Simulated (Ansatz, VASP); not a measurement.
Na in VASP and in Ansatz

INCAR

```
PREC     = Accurate       # precision mode
ENCUT    = 520            # plane-wave cutoff, eV
EDIFF    = 1E-6           # SCF threshold, eV
ISMEAR   = 0              # smearing method
SIGMA    = 0.15           # smearing width, eV
LREAL    = F              # projectors in reciprocal space
LASPH    = T              # aspherical terms in the spheres
NELM     = 60             # most SCF steps
ALGO     = Normal         # electronic algorithm
ISIF     = 2              # what is computed and relaxed
LWAVE    = F              # write WAVECAR
LCHARG   = F              # write CHGCAR
GGA      = PE             # functional
NBANDS   = 10             # bands
```

KPOINTS

```
Automatic mesh
0
Gamma
  16 16 16
```

POSCAR

```
Na
1.0
   -2.1810250000      2.1810250000      2.1175000000
    2.1810250000     -2.1810250000      2.1175000000
    2.1810250000      2.1810250000     -2.1175000000
Na
1
Direct
    0.0000000000      0.0000000000      0.0000000000
```

Input for Ansatz:

```yaml
crystal:
  lattice:
    - [-2.181025, 2.181025, 2.1175]
    - [2.181025, -2.181025, 2.1175]
    - [2.181025, 2.181025, -2.1175]
  atoms:
    - { symbol: Na, position: [0.0, 0.0, 0.0] }
basis:
  ecutwfc: 420
kpoints:
  mp_grid: { grid: [16, 16, 16] }
hamiltonian:
  xc: pbe
scf:
  occupations: { method: gaussian, width: 0.15 }
output:
  forces: true
  stress: true
  eigenvalues: true
```

Change from the starting cell: strain +0.0300 x Voigt [1, 1, 0, 0, 0, 0], atoms carried along.

Alike in both runs: task single point; functional PBE; k mesh 16 × 16 × 16; occupations gaussian, width 0.15 eV; no spin polarisation.

```csv
,VASP,Ansatz
version,VASP 6.6.1,Ansatz 0.2.0
potentials or method,"VASP PAW PBE potentials, release 64 (Na_pv)","scalar-relativistic, plane waves, PAW"
plane-wave cutoff (eV),520,420
valence electrons in the cell,7,9
```

|  | VASP | Ansatz | Ansatz less VASP |
| --- | --- | --- | --- |
| gap on the k mesh at the Fermi level (eV) | none | none | - |
| pressure (GPa) | -0.6 | -0.6 | +0.02 |

A gap of «none» marks a metal or a gap that the smearing closes. The two sets of potentials don't hold the same shells in valence.
